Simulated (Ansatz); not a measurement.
**Caesium, omega (AlB2-type) under revPBE: ground state and equation of state**

The plan for caesium in the omega (AlB2-type) structure: relax it, solve it on a dense k-mesh, then scale the cell to 7 volumes from 88 to 112 % of the relaxed one and try a fit of the equation of state. Spin polarisation is left out. The k-meshes are 5×5×6 for the relaxation; 6×6×8 for the dense run; 5×5×7 for the volumes.

Method: DFT revPBE, plane waves (420 eV) with PAW, scalar-relativistic; PBE-made PAW files, in Ansatz 0.2.0.

### Step 1. The structure to begin with

It takes space group P6/mmm (No. 191, hexagonal). The conventional cell has a = 8.546 Å, b = 8.546 Å, c = 5.239 Å, α = 90.00°, β = 90.00°, γ = 120.00°.

Coordinates:

```cif
data_structure
_symmetry_space_group_name_H-M 'P 1'
_symmetry_Int_Tables_number 1
_cell_length_a 8.5460
_cell_length_b 8.5460
_cell_length_c 5.2387
_cell_angle_alpha 90.000
_cell_angle_beta 90.000
_cell_angle_gamma 120.000
_cell_volume 331.34
loop_
_atom_site_label
_atom_site_type_symbol
_atom_site_fract_x
_atom_site_fract_y
_atom_site_fract_z
_atom_site_occupancy
Cs1 Cs 0.00000 0.00000 0.00000 1
Cs2 Cs 0.33333 0.66667 0.50000 1
Cs3 Cs 0.66667 0.33333 0.50000 1
```

### Step 2. Relaxing cell and atoms

Input file input.yaml:

```yaml
crystal:
  lattice:
    - [8.5460026433, 0.0, 0.0]
    - [-4.2730013217, 7.4010553899, 0.0]
    - [0.0, 0.0, 5.2386996204]
  atoms:
    - { symbol: Cs, position: [0.0, 0.0, 0.0] }
    - { symbol: Cs, position: [0.3333333333, 0.6666666667, 0.5] }
    - { symbol: Cs, position: [0.6666666667, 0.3333333333, 0.5] }
hamiltonian:
  xc: revpbe
  pseudopotentials:
    kind: paw
    azcp:
      Cs: "pseudopotentials/Cs.paw.azcp"
basis:
  ecutwfc: 420
  fft_grid_basis: typed
kpoints:
  mp_grid: { grid: [5, 5, 6], shift: [0, 0, 0] }
magnetization:
  spin_polarized: false
scf:
  occupations: { method: fermi_dirac, width: 0.1 }
relax:
  max_steps: 60
  f_tol: 0.01
  cell: {}
output:
  write_density: true
  write_potential: true
  elf: true
  volumetric_format: npy
```

The runs that follow: Single point on a dense mesh; At 88 % of the relaxed volume; At 92 % of the relaxed volume; At 96 % of the relaxed volume; At 100 % of the relaxed volume; At 104 % of the relaxed volume; At 108 % of the relaxed volume; At 112 % of the relaxed volume.

**Question.** What will these runs give? Wanted: space group; conventional cell; volume; shortest distance; gap on the mesh; relative to bcc; V₀, B₀, B₀′.

As calculated:

| quantity | value |
| --- | --- |
| space group (spins left aside) | P6/mmm (No. 191) |
| conventional cell | a = 9.083 Å, c = 5.455 Å (c/a = 0.601) |
| volume | 129.899 Å³/atom |
| shortest distance | 5.244 Å |
| gap on the mesh | none (levels filled in part) |
| relative to bcc | +8 meV/atom |
| V₀, B₀, B₀′ | 129.987 Å³/atom, 1.6 GPa, 3.5 |

From the guessed start the volume grew by 17.6 % in 5 steps. Against the reference form of caesium (bcc, computed apart with the same settings) it stands 8 meV/atom higher. Levels at the Fermi energy are filled in part, as in a metal. The fitted modulus is 1.6 GPa, a soft solid; letting shape and positions relax at each volume could only lower it. The symmetry was held, so the structure may be unstable against distortions that break it.
